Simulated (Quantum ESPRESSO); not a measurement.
# SnO (P4/nmm) in Quantum ESPRESSO: dielectric tensor with PBE

Aim: the dielectric tensor of SnO with PBE.

Program: Quantum ESPRESSO 7.5. These are calculated values, not measurements. Logs are shortened: lines on timing, memory, paths and dates and some standing lists are left out, and cuts for length are marked.

## 1. The structure

The structure is tetragonal, space group P4/nmm (No. 129). Conventional cell: a = 3.814 Å, b = 3.814 Å, c = 4.887 Å, α = 90.00°, β = 90.00°, γ = 90.00°. Sn (site symmetry 4mm) has 4 O at 2.23 Å as nearest neighbours. O (site symmetry -4m2) has 4 Sn at 2.23 Å as nearest neighbours.

The cell is a database's computed one.

## 2. Dielectric tensor, PBE, spin-orbit coupling, no magnetisation

File pw.in:

```
&CONTROL
  calculation = 'scf'
  prefix = 'pwscf'
  outdir = './tmp'
  pseudo_dir = './pseudo'
  tprnfor = .true.
  tstress = .true.
  disk_io = 'low'
/
&SYSTEM
  ibrav = 0
  nat = 4
  ntyp = 2
  ecutwfc = 84
  nbnd = 56
  occupations = 'smearing'
  smearing = 'fd'
  degauss = 0.00367493
  noncolin = .true.
  lspinorb = .true.
/
&ELECTRONS
  conv_thr = 8d-10
  electron_maxstep = 120
  mixing_beta = 0.5
/
ATOMIC_SPECIES
Sn   118.7100 Sn.upf
O     15.9990 O.upf
CELL_PARAMETERS angstrom
   3.8136952200    0.0000000000    0.0000000000
   0.0000000000    3.8136952200    0.0000000000
   0.0000000000    0.0000000000    4.8869133000
ATOMIC_POSITIONS crystal
Sn     0.5000000000    0.0000000000    0.7646261400
Sn     0.0000000000    0.5000000000    0.2353738600
O      0.0000000000    0.0000000000    0.0000000000
O      0.5000000000    0.5000000000    0.0000000000
K_POINTS automatic
6 6 4 1 1 1
```

File scf2.in:

```
&CONTROL
  calculation = 'scf'
  prefix = 'pwscf'
  outdir = './tmp'
  pseudo_dir = './pseudo'
  tprnfor = .true.
  tstress = .true.
  disk_io = 'low'
/
&SYSTEM
  ibrav = 0
  nat = 4
  ntyp = 2
  ecutwfc = 84
  nbnd = 56
  occupations = 'fixed'
  noncolin = .true.
  lspinorb = .true.
/
&ELECTRONS
  conv_thr = 1d-13
  electron_maxstep = 120
  mixing_beta = 0.5
  startingpot = 'file'
  startingwfc = 'file'
/
ATOMIC_SPECIES
Sn   118.7100 Sn.upf
O     15.9990 O.upf
CELL_PARAMETERS angstrom
   3.8136952200    0.0000000000    0.0000000000
   0.0000000000    3.8136952200    0.0000000000
   0.0000000000    0.0000000000    4.8869133000
ATOMIC_POSITIONS crystal
Sn     0.5000000000    0.0000000000    0.7646261400
Sn     0.0000000000    0.5000000000    0.2353738600
O      0.0000000000    0.0000000000    0.0000000000
O      0.5000000000    0.5000000000    0.0000000000
K_POINTS automatic
6 6 4 1 1 1
```

File ph.in:

```
dielectric of SnO
&INPUTPH
  prefix = 'pwscf'
  outdir = './tmp'
  tr2_ph = 1d-16
  fildyn = 'dyn'
  niter_ph = 60
  alpha_mix(1) = 0.7
  epsil = .true.
  trans = .false.
  zeu = .true.
/
0.0000000000 0.0000000000 0.0000000000
```

Potentials or basis: PseudoDojo 0.4 FR PBE standard.

Launch:

```bash
OMP_NUM_THREADS=1 pw.x -in pw.in > pw.out
OMP_NUM_THREADS=1 pw.x -in scf2.in > scf2.out
OMP_NUM_THREADS=1 ph.x -in ph.in > ph.out
```

pw.out:

```text
This program is part of the open-source Quantum ESPRESSO suite
     for quantum simulation of materials; please cite
         "P. Giannozzi et al., J. Phys.:Condens. Matter 21 395502 (2009);
         "P. Giannozzi et al., J. Phys.:Condens. Matter 29 465901 (2017);
         "P. Giannozzi et al., J. Chem. Phys. 152 154105 (2020);
     in publications or presentations arising from this work. More details at

     Message from routine setup:
     using ibrav=0 with symmetry is DISCOURAGED, use correct ibrav instead

     G-vector sticks info
     --------------------
     sticks:   dense  smooth     PW     G-vecs:    dense   smooth      PW
     Sum        1389    1389    385                49833    49833    7485

     Using Slab Decomposition

     bravais-lattice index     =            0
     lattice parameter (alat)  =       7.2068  a.u.
     unit-cell volume          =     479.6486 (a.u.)^3
     number of atoms/cell      =            4
     number of atomic types    =            2
     number of electrons       =        40.00
     number of Kohn-Sham states=           56
     kinetic-energy cutoff     =      84.0000  Ry
     charge density cutoff     =     336.0000  Ry
     scf convergence threshold =      8.0E-10
     mixing beta               =       0.5000
     number of iterations used =            8  plain     mixing
     Exchange-correlation= PBE
                           (   1   4   3   4   0   0   0)
     Non magnetic calculation with spin-orbit

     celldm(1)=   7.206839  celldm(2)=   0.000000  celldm(3)=   0.000000
     celldm(4)=   0.000000  celldm(5)=   0.000000  celldm(6)=   0.000000

     crystal axes: (cart. coord. in units of alat)
               a(1) = (   1.000000   0.000000   0.000000 )
               a(2) = (   0.000000   1.000000   0.000000 )
               a(3) = (   0.000000   0.000000   1.281412 )

     reciprocal axes: (cart. coord. in units 2 pi/alat)
               b(1) = (  1.000000  0.000000  0.000000 )
               b(2) = (  0.000000  1.000000  0.000000 )
               b(3) = (  0.000000  0.000000  0.780389 )

     PseudoPot. # 1 for Sn read from file:
     Sn.upf
     Pseudo is Norm-conserving + core correction, Zval = 14.0
     Generated using ONCVPSP code by D. R. Hamann
     Using radial grid of 1668 points, 10 beta functions with:
                l(1) =   0
                l(2) =   0
                l(3) =   1
                l(4) =   1
                l(5) =   1
                l(6) =   1
                l(7) =   2
                l(8) =   2
                l(9) =   2
               l(10) =   2

     PseudoPot. # 2 for O  read from file:
     O.upf
     Pseudo is Norm-conserving + core correction, Zval =  6.0
     Generated using ONCVPSP code by D. R. Hamann
     Using radial grid of  936 points,  8 beta functions with:
                l(1) =   0
                l(2) =   0
                l(3) =   1
                l(4) =   1
                l(5) =   1
                l(6) =   1
                l(7) =   2
                l(8) =   2

     atomic species   valence    mass     pseudopotential
     Sn               14.00   118.71000     Sn( 1.00)
     O                 6.00    15.99900     O ( 1.00)

     16 Sym. Ops., with inversion, found ( 8 have fractional translation)

   Cartesian axes

     site n.     atom                  positions (alat units)
         1        Sn     tau(   1) = (   0.5000000   0.0000000   0.9798008  )
         2        Sn     tau(   2) = (   0.0000000   0.5000000   0.3016108  )
         3        O      tau(   3) = (   0.0000000   0.0000000   0.0000000  )
         4        O      tau(   4) = (   0.5000000   0.5000000   0.0000000  )

     number of k points=    12  Fermi-Dirac smearing, width (Ry)=  0.0037
                       cart. coord. in units 2pi/alat
        k(    1) = (   0.0833333   0.0833333   0.0975487), wk =   0.0555556
        k(    2) = (   0.0833333   0.0833333   0.2926460), wk =   0.0555556
        k(    3) = (   0.0833333   0.2500000   0.0975487), wk =   0.1111111
        k(    4) = (   0.0833333   0.2500000   0.2926460), wk =   0.1111111
        k(    5) = (   0.0833333   0.4166667   0.0975487), wk =   0.1111111
        k(    6) = (   0.0833333   0.4166667   0.2926460), wk =   0.1111111
        k(    7) = (   0.2500000   0.2500000   0.0975487), wk =   0.0555556
        k(    8) = (   0.2500000   0.2500000   0.2926460), wk =   0.0555556
        k(    9) = (   0.2500000   0.4166667   0.0975487), wk =   0.1111111
        k(   10) = (   0.2500000   0.4166667   0.2926460), wk =   0.1111111
        k(   11) = (   0.4166667   0.4166667   0.0975487), wk =   0.0555556
        k(   12) = (   0.4166667   0.4166667   0.2926460), wk =   0.0555556

     Dense  grid:    49833 G-vectors     FFT dimensions: (  48,  48,  54)

     Initial potential from superposition of free atoms

     starting charge      39.9968, renormalised to      40.0000
     Starting wfcs are   52 randomized atomic wfcs +    4 random wfcs

     Self-consistent Calculation

     iteration #  1     ecut=    84.00 Ry     beta= 0.50
     Davidson diagonalization with overlap
     ethr =  1.00E-02,  avg # of iterations =  6.1

     total energy              =    -380.84537495 Ry
     estimated scf accuracy    <       1.08068052 Ry

     iteration #  2     ecut=    84.00 Ry     beta= 0.50
     Davidson diagonalization with overlap
     ethr =  2.70E-03,  avg # of iterations =  2.3

     total energy              =    -381.09546639 Ry
     estimated scf accuracy    <       0.88242477 Ry

     iteration #  3     ecut=    84.00 Ry     beta= 0.50
     Davidson diagonalization with overlap
     ethr =  2.21E-03,  avg # of iterations =  2.2

     total energy              =    -381.26536676 Ry
     estimated scf accuracy    <       0.01720597 Ry

     iteration #  4     ecut=    84.00 Ry     beta= 0.50
     Davidson diagonalization with overlap
     ethr =  4.30E-05,  avg # of iterations =  3.4

     total energy              =    -381.26756100 Ry
     estimated scf accuracy    <       0.00215039 Ry

     iteration #  5     ecut=    84.00 Ry     beta= 0.50
     Davidson diagonalization with overlap
     ethr =  5.38E-06,  avg # of iterations =  2.8

     total energy              =    -381.26773886 Ry
     estimated scf accuracy    <       0.00029597 Ry

     iteration #  6     ecut=    84.00 Ry     beta= 0.50
     Davidson diagonalization with overlap
     ethr =  7.40E-07,  avg # of iterations =  1.5

     total energy              =    -381.26777715 Ry
     estimated scf accuracy    <       0.00001084 Ry

     iteration #  7     ecut=    84.00 Ry     beta= 0.50
     Davidson diagonalization with overlap
     ethr =  2.71E-08,  avg # of iterations =  2.0

     total energy              =    -381.26777968 Ry
     estimated scf accuracy    <       0.00000486 Ry

     iteration #  8     ecut=    84.00 Ry     beta= 0.50
     Davidson diagonalization with overlap
     ethr =  1.21E-08,  avg # of iterations =  1.0

     total energy              =    -381.26778007 Ry
     estimated scf accuracy    <       0.00000034 Ry

     iteration #  9     ecut=    84.00 Ry     beta= 0.50
     Davidson diagonalization with overlap
     ethr =  8.45E-10,  avg # of iterations =  2.0

     total energy              =    -381.26778012 Ry
     estimated scf accuracy    <          4.5E-09 Ry

     iteration # 10     ecut=    84.00 Ry     beta= 0.50
     Davidson diagonalization with overlap
     ethr =  1.13E-11,  avg # of iterations =  3.6

     End of self-consistent calculation

          k = 0.0833 0.0833 0.0975 (  6232 PWs)   bands (ev):

   -12.3100 -12.3100 -12.1457 -12.1457 -12.1302 -12.1302 -12.0939 -12.0939
   -11.3375 -11.3375 -11.1379 -11.1379 -11.1110 -11.1110 -11.1021 -11.1021
   -11.0630 -11.0630 -11.0400 -11.0400 -10.0102 -10.0102  -7.5577  -7.5577
     1.9529   1.9529   3.5765   3.5765   3.9873   3.9873   4.0959   4.0959
     6.3501   6.3501   6.5248   6.5248   6.9434   6.9434   9.8821   9.8821
    12.2616  12.2616  13.5487  13.5487  13.8766  13.8766  14.8610  14.8610
    15.8602  15.8602  16.2702  16.2702  17.2601  17.2601  18.2683  18.2683

          k = 0.0833 0.0833 0.2926 (  6259 PWs)   bands (ev):

   -12.3081 -12.3081 -12.1431 -12.1431 -12.1250 -12.1250 -12.0986 -12.0986
   -11.3422 -11.3422 -11.1298 -11.1298 -11.1129 -11.1129 -11.0981 -11.0981
   -11.0640 -11.0640 -11.0533 -11.0533  -9.9865  -9.9865  -7.5570  -7.5570
     1.1243   1.1243   3.6989   3.6989   4.0732   4.0732   5.4771   5.4771
     6.2737   6.2737   6.9293   6.9293   7.0290   7.0290   8.6751   8.6751
    11.9229  11.9229  12.4299  12.4299  13.1346  13.1346  14.8661  14.8661
    17.1972  17.1972  17.6418  17.6418  17.9401  17.9401  18.6658  18.6658

          k = 0.0833 0.2500 0.0975 (  6245 PWs)   bands (ev):

   -12.3023 -12.3023 -12.1520 -12.1520 -12.1256 -12.1256 -12.1159 -12.1159
   -11.3531 -11.3531 -11.1802 -11.1802 -11.1237 -11.1237 -11.0990 -11.0990
   -11.0594 -11.0594 -11.0464 -11.0464  -9.5972  -9.5972  -7.8173  -7.8173
     1.9603   1.9603   3.3386   3.3386   4.0413   4.0413   4.4961   4.4961
     5.8825   5.8825   6.1559   6.1559   6.8113   6.8113   9.4505   9.4505
    12.5799  12.5799  13.3367  13.3367  14.0251  14.0251  15.0604  15.0604
    15.7105  15.7105  16.3473  16.3473  17.9057  17.9057  20.1384  20.1384

          k = 0.0833 0.2500 0.2926 (  6241 PWs)   bands (ev):

   -12.3008 -12.3008 -12.1526 -12.1526 -12.1274 -12.1274 -12.1164 -12.1164
   -11.3544 -11.3544 -11.1816 -11.1816 -11.1212 -11.1212 -11.1019 -11.1019
   -11.0603 -11.0603 -11.0449 -11.0449  -9.5733  -9.5733  -7.8118  -7.8118
     1.4015   1.4015   3.5301   3.5301   4.2149   4.2149   4.5499   4.5499
     5.7629   5.7629   6.6358   6.6358   7.4503   7.4503   8.7979   8.7979
    11.6114  11.6114  13.0226  13.0226  13.4913  13.4913  15.8871  15.8871
    16.2749  16.2749  17.1174  17.1174  18.5538  18.5538  20.1366  20.1367

          k = 0.0833 0.4167 0.0975 (  6242 PWs)   bands (ev):

   -12.2746 -12.2746 -12.2035 -12.2035 -12.1254 -12.1254 -12.1172 -12.1172
   -11.3335 -11.3335 -11.2483 -11.2483 -11.1139 -11.1139 -11.1012 -11.1012
   -11.0502 -11.0502 -11.0452 -11.0452  -8.9745  -8.9745  -8.3236  -8.3236
     2.1606   2.1606   2.7416   2.7416   4.4025   4.4025   5.1054   5.1054
     5.2230   5.2230   5.8751   5.8751   7.0176   7.0176   8.1710   8.1710
    12.7010  12.7010  13.2064  13.2064  14.9038  14.9038  15.5712  15.5712
    16.0939  16.0939  16.4840  16.4840  18.3767  18.3767  19.0680  19.0680
[... 41 lines left out ...]
          k = 0.2500 0.4167 0.2926 (  6233 PWs)   bands (ev):

   -12.2913 -12.2913 -12.2120 -12.2120 -12.1163 -12.1163 -12.1129 -12.1129
   -11.3585 -11.3585 -11.2491 -11.2491 -11.1046 -11.1046 -11.0981 -11.0981
   -11.0440 -11.0440 -11.0351 -11.0351  -8.7656  -8.7656  -8.2819  -8.2819
     1.5050   1.5050   2.0654   2.0654   3.8191   3.8191   4.6652   4.6652
     6.3158   6.3158   6.9913   6.9913   7.7558   7.7558   8.0805   8.0805
    12.1967  12.1967  12.6156  12.6156  13.7454  13.7454  14.6615  14.6615
    16.1017  16.1017  17.0242  17.0242  19.1309  19.1309  19.6380  19.6380

          k = 0.4167 0.4167 0.0975 (  6214 PWs)   bands (ev):

   -12.2946 -12.2946 -12.2492 -12.2492 -12.1048 -12.1048 -12.1034 -12.1034
   -11.3429 -11.3429 -11.2775 -11.2775 -11.0932 -11.0932 -11.0896 -11.0896
   -11.0243 -11.0243 -11.0223 -11.0223  -8.5331  -8.5331  -8.3472  -8.3472
     1.0612   1.0612   1.2285   1.2285   4.6468   4.6468   4.9164   4.9164
     7.1363   7.1363   7.4736   7.4736   7.5587   7.5587   8.1902   8.1902
    10.6525  10.6525  10.9704  10.9704  14.5473  14.5473  14.8618  14.8618
    16.6491  16.6491  16.9624  16.9624  17.8751  17.8751  18.0739  18.0739

          k = 0.4167 0.4167 0.2926 (  6209 PWs)   bands (ev):

   -12.2875 -12.2875 -12.2446 -12.2446 -12.1086 -12.1086 -12.1039 -12.1039
   -11.3436 -11.3436 -11.2825 -11.2825 -11.0934 -11.0934 -11.0861 -11.0861
   -11.0387 -11.0387 -11.0339 -11.0339  -8.5048  -8.5048  -8.3219  -8.3219
     1.1180   1.1180   1.3120   1.3120   4.2306   4.2306   4.6270   4.6270
     7.1770   7.1770   7.4735   7.4735   7.5425   7.5425   7.6815   7.6815
    11.9377  11.9377  12.0040  12.0040  13.9790  13.9790  14.8132  14.8132
    15.4258  15.4258  16.2872  16.2872  19.2696  19.2696  19.4929  19.4929

     the Fermi energy is    10.2673 ev

!    total energy              =    -381.26778012 Ry
     estimated scf accuracy    <          2.2E-10 Ry
     smearing contrib. (-TS)   =      -0.00000321 Ry
     internal energy E=F+TS    =    -381.26777691 Ry

     The total energy is F=E-TS. E is the sum of the following terms:
     one-electron contribution =    -140.14139634 Ry
     hartree contribution      =      97.93885060 Ry
     xc contribution           =    -104.94570078 Ry
     ewald contribution        =    -234.11953040 Ry

     convergence has been achieved in  10 iterations

     Forces acting on atoms (cartesian axes, Ry/au):

     atom    1 type  1   force =     0.00000000    0.00000000   -0.01800270
     atom    2 type  1   force =     0.00000000    0.00000000    0.01800270
     atom    3 type  2   force =     0.00000000    0.00000000    0.00000000
     atom    4 type  2   force =     0.00000000    0.00000000    0.00000000

     Total force =     0.025460     Total SCF correction =     0.000023

     Computing stress (Cartesian axis) and pressure

          total   stress  (Ry/bohr**3)                   (kbar)     P=       41.38
   0.00030869   0.00000000   0.00000000           45.41        0.00        0.00
   0.00000000   0.00030869   0.00000000            0.00       45.41        0.00
   0.00000000   0.00000000   0.00022647            0.00        0.00       33.32

=------------------------------------------------------------------------------=
   JOB DONE.
=------------------------------------------------------------------------------=
```

Run time: 34 min. Hardware: 1 thread of Arm Neoverse V1, shared host; peak memory 0.32 GiB.

Results:

| Quantity | Value |
| --- | --- |
| Free energy | -5187.4124 eV |
| Pressure | 4.1 GPa |
| Largest force | 0.463 eV/Å |
| Electronic dielectric tensor (diagonal) | 8.16, 8.16, 7.06 |
| Born charges (mean of the diagonal) | Sn +3.03; O -3.04 e |

Forces on the atoms (eV/Å):
```
Sn   0.000  0.000 -0.463
Sn   0.000  0.000  0.463
O    0.000  0.000  0.000
O    0.000  0.000  0.000
```

Levels at points of the mesh, in eV from the valence-band top:
| k point | band 38 | band 39 | band 40 | band 41 | band 42 | band 43 |
| --- | --- | --- | --- | --- | --- | --- |
| (0.08, 0.08, 0.12) | -2.94 | 0.00 | 0.00 | 2.38 | 2.38 | 3.67 |

Electronic dielectric tensor:
```
8.16 0.00 0.00
0.00 8.16 0.00
0.00 0.00 7.06
```

Born effective charge tensors (e):
atom 1, Sn
```
3.10 0.00 0.00
0.00 3.10 0.00
0.00 0.00 2.91
```
atom 2, Sn
```
3.10 0.00 0.00
0.00 3.10 0.00
0.00 0.00 2.91
```
atom 3, O
```
-3.10  0.00  0.00
 0.00 -3.10  0.00
 0.00  0.00 -2.91
```
atom 4, O
```
-3.10  0.00  0.00
 0.00 -3.10  0.00
 0.00  0.00 -2.91
```

Caveat: the mesh is thin for the dielectric tensor, Born charges and intensities, which usually come out too large; the cell is more than 3 GPa from zero pressure, which shifts response properties.
